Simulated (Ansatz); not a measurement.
# Ag (R-3m) in Ansatz: notebook

Runs on Ag. Level: PBEsol. Tasks: relaxation of cell and atoms.

Everything below comes from runs of Ansatz 0.2.0. Logs are shortened: lines on timing, memory, paths and dates and some standing lists are left out, and cuts for length are marked.

## 1. Starting point

The structure is trigonal, space group R-3m (No. 166). The conventional cell has a = 2.946 Å, b = 2.946 Å, c = 21.614 Å, α = 90.00°, β = 90.00°, γ = 120.00°. Ag (site symmetry 3m) is surrounded by 12 Ag at 2.94 to 2.95 Å. Ag (site symmetry -3m) is surrounded by 12 Ag at 2.94 to 2.95 Å.

This isn't the form of Ag at room conditions, which is fcc.

## 2. Relaxation of cell and atoms, PBEsol

input.yaml

```yaml
crystal:
  lattice:
    - [1.4730471633, 0.8504641763, 7.20465]
    - [-1.4730471633, 0.8504641763, 7.20465]
    - [0.0, -1.7009283525, 7.20465]
  atoms:
    - { symbol: Ag, position: [0.222281, 0.222281, 0.222281] }
    - { symbol: Ag, position: [0.777719, 0.777719, 0.777719] }
    - { symbol: Ag, position: [0.0, 0.0, 0.0] }
hamiltonian:
  xc: pbesol
  pseudopotentials: { kind: paw }
kpoints:
  mp_grid: { grid: [10, 10, 10] }
scf:
  occupations: { method: fermi_dirac, width: 0.05 }
output:
  forces: true
  stress: true
  eigenvalues: true
  write_density: true
  write_potential: true
  elf: true
  volumetric_format: npy
relax:
  f_tol: 0.01
  max_steps: 40
  cell: { stress_tol: 0.05 }
```

Potentials or basis: Ansatz PAW.

The run is started by

```bash
$ ansatz run input.yaml --threads 2 --pin off --max-ram 5632MiB --backend cpu --events-out ev --progress --plain --runs-dir out
```

Output:

```text
Warning: RAYON_NUM_THREADS=2 ignored (pool sized by the plan → 2); use --threads N
basis.fft_grid_basis auto: the FFT boxes are laid along the combinations [[1, -1, 0], [0, 1, 0], [0, -1, 1]] of the cell's own vectors, 2.946, 7.403 and 2.946 Å long. The dense box has 20×50×20 points. Along the cell's own vectors, as sized, it would have 50×50×50, 6.25 times as many. Of the 12 symmetry operations that the crystal satisfies within crystal.symmetry.tolerance (time reversal apart; of a slab, those that keep its plane) the dense box along the cell's own vectors carries 12, and the one as laid loses 8 of those. basis.fft_grid_basis: typed keeps the cell's own vectors: state it where this run's energies or levels are differenced outside the engine with another run's, or held beside a run that keeps those vectors. Those combinations have planes normal to reciprocal vector 3, as the cell's own vectors have. Each planar average written beside output.write_density, output.write_potential has a row for each plane of the box: 20. The volumetric files lie along those combinations, not along the cell's own vectors: a cube or XSF file states them, and fields.json those of NumPy files.
Engine: ansatz 0.2.0, aarch64-unknown-linux-gnu
Pseudopotentials: kind: paw
Pseudopotential: Ag, paw, valence charge 19, recommended cutoff 420 eV (normal), Ag.paw.azcp
Functional definition: PBEsol
  exchange = pbesol_x
  correlation = pbesol_c
Crystal: 3 atoms, lattice volume = 54.155 Å³
Basis set: ecut = 420 eV, 1057 PW (Γ), FFT grids on a1−a2, a2, −a2+a3, exchange–correlation on 40×100×40 points (8 copies of the dense FFT grid, shifted against one another)
Bands: 35, of which v1, the nominal top of the filled ones, is band 29 counted from 1 (28 counted from 0)
Symmetry: 12 space group operations
Space group: R-3m (ITA 166), of the structure as read, at distance tolerance 3.8e-5 Å
k-points: 116 of 1000
Non-local potential: Ag, projectors of the file, l = 0: 3, l = 1: 2, l = 2: 2, l = 3: 1
PAW form: soft (Blöchl's): semilocal exchange-correlation on the pseudo side does not see the compensation charge
PAW frozen core: Ag, regenerated for the run's functional, and the local potential with it (the file was generated under x = pbe(κ = 0.804, μ = 0.2195149727645171), c = pbe(β = 0.06672455060314922))
PAW one-centre angular grid: Ag, 590 points (default); XC on 64 Gauss nodes
Initial density: superposition of atomic densities (neutral atoms: chi_scale 0, normalization atom), corrected by the library's trained network
Initial wavefunctions: pseudopotential atomic-orbital guess
Functional: x = pbesol(κ = 0.804, μ = 0.12345679012345678), c = pbesol(β = 0.046)
SCF iter   1: F=—  HF=-22566.622236 eV  |F-HF|=—  |Δ(HF+E_count)|=         —  Δρ=9.40e-3  dr2=4.56e-2  ethr=1.77e-3  ⟨swp⟩=5.7  Hψ=14026  notcnv=0  defer=41
preconditioner: auto → Kerker (q_TF=auto, 2.752 Å⁻¹)  [metal: Δε(μ)=0.041 eV  Ē_g=11.082 eV  σ=0.050 eV  W_gap=0.19  n_scr=24 (ndim 8)  ℏωp=29.0 eV  f_vac=0.000  D(μ)=1.08/eV (n_scr^D=4)]
SCF iter   2: F=—  HF=-22566.610798 eV  |F-HF|=—  |Δ(HF+E_count)|=   1.14e-2  Δρ=2.44e-3  dr2=3.17e-3  ethr=7.99e-5  ⟨swp⟩=2.5  Hψ=7224  notcnv=0  defer=170
SCF iter   3: F=—  HF=-22566.610003 eV  |F-HF|=—  |Δ(HF+E_count)|=   7.96e-4  Δρ=1.02e-3  dr2=4.08e-4  ethr=5.56e-6  ⟨swp⟩=2.3  Hψ=5204  notcnv=0  defer=170
SCF iter   4: F=—  HF=-22566.609956 eV  |F-HF|=—  |Δ(HF+E_count)|=   4.70e-5  Δρ=1.63e-4  dr2=1.95e-5  ethr=7.16e-7  ⟨swp⟩=2.6  Hψ=7444  notcnv=0  defer=170
SCF iter   5: F=—  HF=-22566.609951 eV  |F-HF|=—  |Δ(HF+E_count)|=   4.16e-6  Δρ=5.88e-5  dr2=4.80e-6  ethr=3.41e-8  ⟨swp⟩=2.6  Hψ=6826  notcnv=0  defer=170
SCF iter   6: F=—  HF=-22566.609951 eV  |F-HF|=—  |Δ(HF+E_count)|=   6.13e-7  Δρ=2.73e-5  dr2=5.76e-7  ethr=8.42e-9  ⟨swp⟩=2.3  Hψ=6441  notcnv=0  defer=170
SCF iter   7: F=-22566.609951 eV  HF=-22566.609951 eV  |F-HF|=3.40e-8  |Δ(HF+E_count)|=   1.21e-7  Δρ=7.43e-6  dr2=5.14e-8  ethr=1.75e-10  ⟨swp⟩=10.7  Hψ=23944  notcnv=0
SCF 1 converged in 7 iterations: F = -22566.609951 eV  dr2 = 5.14e-8
relax step   1: F+E_penalty+E_count = -22566.60995063 eV  Δ(F+E_penalty+E_count) = +0.000e0 eV  max|allowed force component| = 2.669e-3 eV/Å  Δτ_max = 0.0000 Å  P = -7.217 GPa  Ω = 54.155 Å³  (7 SCF iters, dr2 threshold 1.00e-7 eV, accepted)
Crystal: 3 atoms, lattice volume = 47.112 Å³
Basis set: ecut = 420 eV, 941 PW (Γ), FFT grids on a1−a2, a2, −a2+a3, exchange–correlation on 40×100×40 points (8 copies of the dense FFT grid, shifted against one another)
Initial density: handed on by an earlier stage of this run
Initial wavefunctions: those handed on with the density
iter 1 solved again at ethr=1.93e-4 eV; its pass at ethr=3.10e-3 eV (dr2=1.10e-1 eV) is discarded
SCF iter   1: F=—  HF=-22566.667817 eV  |F-HF|=—  |Δ(HF+E_count)|=         —  Δρ=1.49e-2  dr2=1.12e-1  ethr=1.93e-4  ⟨swp⟩=1.7  Hψ=18730  notcnv=0
preconditioner: auto → Kerker (q_TF=auto, 2.816 Å⁻¹)  [metal: Δε(μ)=0.023 eV  Ē_g=12.242 eV  σ=0.050 eV  W_gap=0.11  n_scr=18 (ndim 8)  ℏωp=31.1 eV  f_vac=0.000  D(μ)=1.18/eV (n_scr^D=4)]
SCF iter   2: F=—  HF=-22566.638834 eV  |F-HF|=—  |Δ(HF+E_count)|=   2.90e-2  Δρ=5.98e-3  dr2=1.55e-2  ethr=1.93e-4  ⟨swp⟩=2.1  Hψ=6363  notcnv=0
SCF iter   3: F=—  HF=-22566.634910 eV  |F-HF|=—  |Δ(HF+E_count)|=   3.92e-3  Δρ=2.40e-3  dr2=1.69e-3  ethr=2.72e-5  ⟨swp⟩=2.4  Hψ=5669  notcnv=0
SCF iter   4: F=—  HF=-22566.634799 eV  |F-HF|=—  |Δ(HF+E_count)|=   1.11e-4  Δρ=3.63e-4  dr2=3.43e-5  ethr=2.96e-6  ⟨swp⟩=2.3  Hψ=7367  notcnv=0
SCF iter   5: F=—  HF=-22566.634804 eV  |F-HF|=—  |Δ(HF+E_count)|=   4.59e-6  Δρ=8.46e-5  dr2=3.54e-6  ethr=6.01e-8  ⟨swp⟩=2.9  Hψ=7757  notcnv=0
SCF iter   6: F=—  HF=-22566.634804 eV  |F-HF|=—  |Δ(HF+E_count)|=   1.45e-7  Δρ=3.66e-5  dr2=4.77e-7  ethr=6.21e-9  ⟨swp⟩=2.0  Hψ=6010  notcnv=0
SCF iter   7: F=-22566.634804 eV  HF=-22566.634804 eV  |F-HF|=2.38e-8  |Δ(HF+E_count)|=   1.02e-7  Δρ=9.87e-6  dr2=5.23e-8  ethr=5.26e-10  ⟨swp⟩=7.3  Hψ=21707  notcnv=0
[... 33 lines left out ...]
Crystal: 3 atoms, lattice volume = 50.134 Å³
Basis set: ecut = 420 eV, 983 PW (Γ), FFT grids on a1−a2, a2, −a2+a3, exchange–correlation on 40×100×40 points (8 copies of the dense FFT grid, shifted against one another)
iter 1 solved again at ethr=2.94e-8 eV; its pass at ethr=3.10e-3 eV (dr2=1.67e-5 eV) is discarded
SCF iter   1: F=—  HF=-22566.710128 eV  |F-HF|=—  |Δ(HF+E_count)|=         —  Δρ=9.20e-5  dr2=1.74e-6  ethr=2.94e-8  ⟨swp⟩=2.0  Hψ=17562  notcnv=0
preconditioner: auto → Kerker (q_TF=auto, 2.787 Å⁻¹)  [metal: Δε(μ)=0.025 eV  Ē_g=11.791 eV  σ=0.050 eV  W_gap=0.13  n_scr=18 (ndim 8)  ℏωp=30.1 eV  f_vac=0.000  D(μ)=1.17/eV (n_scr^D=4)]
SCF iter   2: F=—  HF=-22566.710127 eV  |F-HF|=—  |Δ(HF+E_count)|=   1.26e-6  Δρ=5.33e-5  dr2=6.20e-7  ethr=3.05e-9  ⟨swp⟩=1.0  Hψ=4062  notcnv=0
SCF iter   3: F=-22566.710127 eV  HF=-22566.710127 eV  |F-HF|=1.30e-8  |Δ(HF+E_count)|=   1.11e-7  Δρ=6.65e-6  dr2=2.19e-8  ethr=6.41e-11  ⟨swp⟩=5.1  Hψ=24776  notcnv=0
SCF 6 converged in 3 iterations: F = -22566.710127 eV  dr2 = 2.19e-8
relax step   6: F+E_penalty+E_count = -22566.71012711 eV  Δ(F+E_penalty+E_count) = -4.262e-5 eV  max|allowed force component| = 1.233e-4 eV/Å  Δτ_max = 0.0001 Å  P = +0.001 GPa  Ω = 50.134 Å³  energy of the carried Pulay correction = +1.034e-3 eV  (3 SCF iters, dr2 threshold 3.65e-8 eV, accepted)
Initial wavefunctions: pseudopotential atomic-orbital guess (no wavefunctions were taken with the density)
iter 1 solved again at ethr=6.14e-9 eV; its pass at ethr=3.10e-3 eV (dr2=3.50e-6 eV) is discarded
SCF iter   1: F=—  HF=-22566.708873 eV  |F-HF|=—  |Δ(HF+E_count)|=         —  Δρ=1.88e-4  dr2=2.91e-6  ethr=6.14e-9  ⟨swp⟩=3.3  Hψ=24917  notcnv=0
preconditioner: auto → Kerker (q_TF=auto, 2.787 Å⁻¹)  [metal: Δε(μ)=0.025 eV  Ē_g=11.791 eV  σ=0.050 eV  W_gap=0.12  n_scr=18 (ndim 8)  ℏωp=30.1 eV  f_vac=0.000  D(μ)=1.17/eV (n_scr^D=4)]
SCF iter   2: F=—  HF=-22566.708873 eV  |F-HF|=—  |Δ(HF+E_count)|=   4.83e-7  Δρ=9.38e-5  dr2=7.81e-7  ethr=5.10e-9  ⟨swp⟩=3.0  Hψ=8502  notcnv=0
SCF iter   3: F=—  HF=-22566.708873 eV  |F-HF|=—  |Δ(HF+E_count)|=   4.38e-7  Δρ=2.48e-5  dr2=6.26e-8  ethr=1.37e-9  ⟨swp⟩=2.0  Hψ=7328  notcnv=0
SCF iter   4: F=—  HF=-22566.708873 eV  |F-HF|=—  |Δ(HF+E_count)|=   2.47e-8  Δρ=1.91e-6  dr2=1.32e-9  ethr=1.10e-10  ⟨swp⟩=2.6  Hψ=6812  notcnv=0
SCF iter   5: F=—  HF=-22566.708873 eV  |F-HF|=—  |Δ(HF+E_count)|=  6.91e-10  Δρ=2.95e-7  dr2=1.10e-10  ethr=2.32e-12  ⟨swp⟩=2.8  Hψ=7350  notcnv=0
SCF iter   6: F=-22566.708873 eV  HF=-22566.708873 eV  |F-HF|=1.82e-11  |Δ(HF+E_count)|=  1.46e-11  Δρ=1.09e-7  dr2=1.74e-11  ethr=1.00e-12  ⟨swp⟩=5.0  Hψ=16208  notcnv=0
SCF 7 converged in 6 iterations: F = -22566.708873 eV  dr2 = 1.74e-11
relax step   7: F+E_penalty+E_count = -22566.70887317 eV  Δ(F+E_penalty+E_count) = +1.254e-3 eV  max|allowed force component| = 1.169e-4 eV/Å  Δτ_max = 0.0000 Å  P = +0.014 GPa  Ω = 50.134 Å³  stress off target by 1.75e-2 GPa  SCF on the basis re-selected at this cell (its energy is not comparable with the rows above)  (6 SCF iters)
basis re-selected at this cell: Δ(F+E_penalty+E_count) = +1.254e-3 eV, ΔP = +0.013 GPa vs the last step (what re-selecting the basis moved, of the pressure what is left beyond the Pulay correction that the steps carried, after the strain that the cell walked since its last selection, with what the two solves' SCF thresholds leave and, on support functions, any second-order correction that the steps lacked; it is no measure of the basis error at this ecutwfc). This SCF's stress stands 1.75e-2 GPa from its target on what of the cell is left free (relax.cell.stress_tol is 5.00e-2 GPa) and its largest allowed force component is 1.17e-4 eV/Å (relax.f_tol is 1.00e-2 eV/Å): within both
SCF converged after 6 iterations
Free energy (F): -22566.708873 eV
Harris-Foulkes:  -22566.708873 eV  (|F-HF|=1.82e-11)
Internal energy: -22566.699560 eV  (E = F + TS)
E sigma→0 (E₀):  -22566.704217 eV
Entropy (-TS):   -0.009313 eV (-3.104 meV/atom)
Fermi energy:    17.553131 eV
--- Per-component energies (eV) ---
  E_band       = -686.539475
  E_kinetic    = 1582.477400
  E_local      = -6488.788967  (includes V_loc(G=0)·N_el)
  E_nonlocal   = 247.401691
  E_hartree    = 2954.624791
  E_xc         = -551.478129
  E_vxc        = -703.683302  (∫ρ·V_xc dr)
  E_paw        = -11503.419035  (= ΣΔE_a)
  E_vpaw       = -1233.196908  (= ΣTr[D̂ρ^β])
  E_aug_tail   = 0.000901  (compensation charges beyond the density's cutoff)
  E_ewald      = -8808.486429
  E_core_change = 0.968217  (= ΣΔE_core)
  E_smearing   = -0.009313  (= −TS)
  E_closure    = -0.000000  (closes the sum)
  Σ components = -22566.708873   (vs F -22566.708873, Δ=0.00e0)
--- Forces (eV/Å), atoms counted from 1 ---
  atom   1  Ag    -0.00000000    -0.00000000    -0.00011691
  atom   2  Ag     0.00000000     0.00000000     0.00011691
  atom   3  Ag     0.00000000     0.00000000     0.00000000
  max |Σ_I F_I| component: 1.16e-18 eV/Å
--- Stress (GPa, compression-positive) ---
        0.012012       0.000000      -0.000000
        0.000000       0.012012       0.000000
       -0.000000       0.000000       0.017540
  P = ⅓ Tr σ = 0.0139 GPa (0.139 kbar)
--- Band table (eV; the first three rows and the last of 116) ---
  k-point 0: bands = ["-74.2696", "-74.2463", "-74.2389", "-37.8175", "-37.8006", "-37.6996", "-37.6996", "-37.6802", "-37.6802", "-37.6700", "-37.6632", "-37.6632", "9.6354", "11.2420", "11.2550", "12.7827", "12.7827", "12.8425", "12.9311", "12.9311", "13.0425", "13.0425", "13.6451", "13.6451", "14.2411", "14.2463", "14.3507", "14.3507", "14.4818", "14.4818", "25.8442", "25.8747", "32.9802", "33.4221", "34.5921"]
  k-point 1: bands = ["-74.2682", "-74.2452", "-74.2380", "-37.8167", "-37.7976", "-37.7106", "-37.7032", "-37.6908", "-37.6838", "-37.6765", "-37.6722", "-37.6656", "9.9169", "11.4409", "11.4518", "12.6681", "12.7006", "12.8936", "12.9073", "13.0201", "13.0748", "13.1486", "13.4071", "13.5761", "13.5885", "13.7040", "14.3726", "14.4853", "15.0916", "15.4819", "25.6316", "26.4597", "32.4228", "32.8170", "34.0465"]
  k-point 2: bands = ["-74.2646", "-74.2421", "-74.2355", "-37.8140", "-37.7953", "-37.7383", "-37.7150", "-37.7123", "-37.7095", "-37.6932", "-37.6794", "-37.6721", "10.6582", "11.7900", "11.8398", "12.2683", "12.4791", "12.6340", "12.9058", "13.0948", "13.2315", "13.3511", "13.3823", "13.4660", "13.6195", "13.6799", "14.4056", "14.5013", "15.8283", "16.8076", "25.7943", "27.3988", "29.0515", "30.4225", "32.7709"]
  k-point 115: bands = ["-74.2689", "-74.2487", "-74.2373", "-37.8552", "-37.7230", "-37.7100", "-37.7014", "-37.7014", "-37.6754", "-37.6754", "-37.6662", "-37.6662", "10.4539", "10.4727", "11.1246", "12.7221", "12.7233", "12.7935", "12.7935", "12.9145", "12.9145", "13.0237", "13.0237", "13.8440", "13.8440", "14.0081", "14.0081", "14.6511", "14.6511", "17.1702", "21.4444", "31.8602", "32.1019", "33.2856", "34.1280"]
--- Relaxed structure (6 steps of the walk, 6 accepted, 1 SCFs on fresh bases) ---
  F+E_penalty+E_count = -22566.70887317 eV   max|allowed force component| = 1.169e-4 eV/Å   (the final SCF, on the basis selected at the relaxed cell)
  cell:  # Å, volume = 50.1342 Å³
    - [1.4389342416772315, 0.8307690717946896, 6.989752205086061]
    - [-1.4389342416772315, 0.8307690717946896, 6.989752205086061]
    - [2.040940735744975e-35, -1.6615381435408707, 6.989752205091827]
  atoms:
    - { symbol: Ag, position: [0.2223195185472769, 0.2223195185472769, 0.22231951854727694] }
    - { symbol: Ag, position: [0.7776804814527234, 0.7776804814527234, 0.7776804814527233] }
    - { symbol: Ag, position: [2.5858308539559063e-32, 2.567308698398243e-32, -5.153139552349928e-32] }
```

Wall time 31 s (2 threads of Arm Neoverse V2, shared host); peak memory 0.44 GiB.

What came out:

| Item | Value |
| --- | --- |
| Free energy | -22566.7089 eV |
| Relaxed volume | 16.71 Å³/atom |
| Relaxed cell | a = 7.185 Å, b = 7.185 Å, c = 7.185 Å, α = 23.11°, β = 23.11°, γ = 23.11° |
| Space group after relaxing (to 0.05 Å) | R-3m (No. 166) |
| Energy gained by relaxing | 33.0 meV/atom |
| Ionic steps | 7 |
| Pressure after relaxing | 0.0 GPa |
| Band gap on the k mesh | none (metal or under the smearing width) |

Step by step:
```tsv
step	energy change (eV)	largest force (eV/Å)	volume (Å³)
1	0.0000	0.0027	54.15
2	-0.0249	0.0158	47.11
3	-0.0977	0.0002	50.70
4	-0.0999	0.0007	50.15
5	-0.1001	0.0005	50.14
6	-0.1002	0.0001	50.13
7	-0.0989	0.0001	50.13
```

Final structure:
```
CELL_PARAMETERS angstrom
1.43893 0.83077 6.98975
-1.43893 0.83077 6.98975
0.00000 -1.66154 6.98975
ATOMIC_POSITIONS crystal
Ag 0.22232 0.22232 0.22232
Ag 0.77768 0.77768 0.77768
Ag 0.00000 0.00000 0.00000
```

Caveat: the plane-wave basis is chosen anew once the cell has moved, so the energies of steps on either side of that aren't comparable; the PAW data sets come from PBE, with cores solved anew for the run's functional, which leaves a small shift of forces and pressure.

## 3. Relaxation of cell and atoms, PBEsol, target pressure 2 GPa, at which the enthalpy is minimised

Changes to input.yaml since step 2:

```diff
@@ -27,2 +27,2 @@
   max_steps: 40
-  cell: { stress_tol: 0.05 }
+  cell: { stress_tol: 0.05, p_target: 2.0 }
```

Potentials or basis: Ansatz PAW.

The run is started by

```bash
$ ansatz run input.yaml --threads 2 --pin off --max-ram 5632MiB --backend cpu --events-out ev --progress --plain --runs-dir out
```

Run time: 27 s. Hardware: 2 threads of Arm Neoverse V2, shared host; peak memory 0.44 GiB.

Results (log left out):

```yaml
Free_energy: -22566.7038 eV
Relaxed_volume: 16.44 Å³/atom
Relaxed_cell: a = 7.149 Å, b = 7.149 Å, c = 7.149 Å, α = 23.09°, β = 23.09°, γ = 23.09°
Space_group_after_relaxing_to_0.05_Å: R-3m (No. 166)
Energy_change_on_relaxing_the_enthalpy_is_what_falls: -31.3 meV/atom
Ionic_steps: 6
Pressure_after_relaxing: 2.0 GPa
Band_gap_on_the_k_mesh: none (metal or under the smearing width)
```

Step by step:
```
step  energy change (eV)  largest force (eV/Å)  volume (Å³)
   1              0.0000                0.0027        54.15
   2             -0.0142                0.0159        46.92
   3             -0.0996                0.0005        49.86
   4             -0.0961                0.0003        49.38
   5             -0.0954                0.0003        49.32
   6             -0.0938                0.0003        49.32
```

Final structure:
```
Ag
1.0
     1.43063    0.82598    6.95573
    -1.43063    0.82598    6.95573
     0.00000   -1.65195    6.95573
Ag
3
Direct
  0.22232 0.22232 0.22232
  0.77768 0.77768 0.77768
  0.00000 0.00000 0.00000
```

Levels at points of the mesh, in eV from the Fermi level:
| k point | band 26 | band 27 | band 28 | band 29 | band 30 | band 31 | band 32 | band 33 |
| --- | --- | --- | --- | --- | --- | --- | --- | --- |
| (0.00, 0.00, 0.00) | -3.37 | -3.22 | -3.22 | -3.09 | -3.09 | 8.39 | 8.42 | 15.47 |
| (0.00, 0.00, -0.50) | -2.72 | -2.72 | -0.11 | 1.21 | 1.39 | 5.21 | 5.35 | 6.59 |
| (0.00, -0.50, -0.50) | -2.71 | -2.67 | 0.15 | 0.56 | 1.65 | 4.37 | 6.24 | 8.72 |
| (-0.50, -0.50, -0.50) | -3.57 | -3.57 | -2.91 | -2.91 | -0.44 | 3.97 | 14.37 | 14.64 |

Caveat: the plane-wave basis is chosen anew once the cell has moved, so the energies of steps on either side of that aren't comparable; the PAW data sets come from PBE, with cores solved anew for the run's functional, which leaves a small shift of forces and pressure.

(Part 1 of 2 ends here.)
